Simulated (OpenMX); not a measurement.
The system is MoS2.

```
Mo S
1.0
     3.16900    0.00000    0.00000
    -1.58450    2.74443    0.00000
     0.00000    0.00000   12.32400
Mo S
2 4
Direct
  0.66667 0.33333 0.75000
  0.33333 0.66667 0.25000
  0.66667 0.33333 0.37700
  0.33333 0.66667 0.87700
  0.66667 0.33333 0.12300
  0.33333 0.66667 0.62300
```

Base run:

| Quantity | Value |
| --- | --- |
| Program | OpenMX 3.8.5 |
| Functional | PBE |
| Potentials or basis | OpenMX 2013 PBE set, Mo7.0-s3p2d2, S7.0-s2p2d1f1, grid cutoff 400 Ry |
| k mesh | 11 × 11 × 3 |
| Occupations | fermi-dirac, width 0.05 eV |
| Spin | no spin polarisation |

Its results: band gap on the k mesh 0.89 eV, indirect (least direct gap 1.82 eV); largest force 0.376 eV/Å.

Q: The run is repeated on the same cell with these changes: k mesh from 11 × 11 × 3 to 7 × 7 × 3; spin from no spin polarisation to non-collinear spin, zero start, spin-orbit coupling. What comes out?

A: Band gap on the k mesh 1.01 eV, indirect (least direct gap 2.02 eV); net moment 0.00 μB per cell; largest force 0.373 eV/Å.

Several settings changed at once, so the effect can't be laid on one alone.

Caveats: the basis of atomic orbitals isn't converged, which shifts pressures, moduli and gaps; total energies with and without spin-orbit coupling shouldn't be compared in this program (some runs); the mesh misses the band edges, which the band path finds closer together (some runs).
